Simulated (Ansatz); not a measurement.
We consider zinc-blende AlSb, described by RPBE (plane waves, PAW; Ansatz, a program for electronic structure).

Run with plane-wave cutoff 520 eV, 10×10×10 k mesh, Fermi–Dirac smearing 0.01 eV, scalar-relativistic PAW data made under PBE.

The cell has the measured lattice: a = b = c = 6.1355 Å, α = β = γ = 90.00°.

**Question.** Give the computed band gap, smallest direct gap on the k points sampled and width of the whole s-p valence band.

**Answer.** 
- band gap: 1.28 eV
- smallest direct gap on the k points sampled: 1.73 eV
- width of the whole s-p valence band: 10.70 eV

Measured, for comparison: band gap 1.73 eV (zero-point renormalisation of 35 meV (experimental, the table's column) added back here, indirect; inputs from Miglio et al. (2020), arXiv:2011.12765).

Note: cell and atoms aren't relaxed at this level (pressure 3.7 GPa).

Spin–orbit coupling is not included; with these elements it can move the gap by several tenths of an eV or more.

Static lattice: no zero-point or thermal effects.
